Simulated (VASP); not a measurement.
Set up this calculation in VASP 6.6.1, as the native input.

```yaml
Task: single point
Functional: LDA
Potentials_or_basis: VASP PAW LDA potentials, release 64 (Sn_d, Se)
Cutoff: 520 eV
k_mesh: 8 × 8 × 8
Occupations: gaussian, width 0.05 eV
Spin: no spin polarisation
Dipole_correction: no
Further_INCAR_settings: ALGO = Normal; EDIFF = 1e-06; NBANDS = 17
```

The structure of SnSe lies in POSCAR:

```
SnSe
1.0
    0.0000000000      2.9197000000      3.0100000000
    3.1003000000      0.0000000000      3.0100000000
    3.1003000000      2.9197000000      0.0000000000
Sn Se
1 1
Direct
    0.0000000000      0.0000000000      0.0000000000
    0.5000000000      0.5000000000      0.5000000000
```

The cell isn't the ideal one: strain +0.0300 x Voigt [1, -1, 0, 0, 0, 0], atoms carried along.

The input as run:

INCAR

```
SYSTEM = SnSe
  ALGO = Normal
  EDIFF = 1E-6
  ENCUT = 520
  ISIF = 2
  ISMEAR = 0
  LASPH = .TRUE.
  LCHARG = .FALSE.
  LREAL = .FALSE.
  LWAVE = .FALSE.
  NBANDS = 17
  NELM = 100
  PREC = Accurate
  SIGMA = 0.05
```

KPOINTS

```
k-points
0
G
  8 8 8
  0 0 0
```

Potentials or basis: VASP PAW LDA potentials, release 64 (Sn_d, Se).

Command:

```sh
$ cat potpaw_LDA.64/Sn_d/POTCAR potpaw_LDA.64/Se/POTCAR > POTCAR
$ mpirun -np 1 vasp_std > vasp.out
```

Results of the run:

- Pressure: -2.9 GPa
- Band gap on the k mesh: 0.67 eV, indirect (least direct gap 0.70 eV)

Caveat: spin-orbit coupling is left out, which moves the levels of the heavy elements.

It took 54 s on 1 thread of AMD EPYC 7R13 Processor (Zen 3), with other jobs on the host, peak memory 0.19 GiB.
